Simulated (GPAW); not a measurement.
Runs of GPAW 26.7.0 on BP. It takes space group F-43m (No. 216, cubic). The conventional cell has a = 4.538 Å, b = 4.538 Å, c = 4.538 Å, α = 90.00°, β = 90.00°, γ = 90.00°. Around P (site symmetry -43m) lie 4 B at 1.97 Å. B (site symmetry -43m) is surrounded by 4 P at 1.97 Å. 

```csv
task,level,potentials or basis,cell,k mesh,cutoff (eV),maxiter,band path,band points,mesh quality,gap on the mesh (eV),pressure (GPa)
single point,PBE,"GPAW PAW data sets (gpaw-data 1.2.1), pw",volume scaled by 0.96,8 × 8 × 8,600,80,-,-,not flagged,1.22,8.8
band structure,PW91,"PAW data sets generated in the run's folder for this functional, pw",as given,10 × 10 × 10,800,150,"GXWKGLUWLK,UX",100,not flagged,1.28,(a)
band structure,vdW-DF-cx,"GPAW PAW data sets (gpaw-data 1.2.1), pw",as given,10 × 10 × 10,800,150,"GXWKGLUWLK,UX",60,not flagged,(b),-
single point,HSE06,"GPAW PAW data sets (gpaw-data 1.2.1), pw",as given,5 × 5 × 5,600,60,-,-,coarse,2.04,-
```

Alike in all rows: no spin polarisation; smearing fermi-dirac 0.05 eV.

Question: Fill in the values left out.

Answer: (a) 1.3; (b) 1.21.

Caveats: some runs use coarse meshes; the PAW data sets were made with another functional, which shifts forces and pressure a little (some runs); the cutoff is short for stress and forces, so pressures can be off by a GPa or more (some runs); an odd mesh through Γ misses points on the zone boundary, where band edges often lie (some runs).
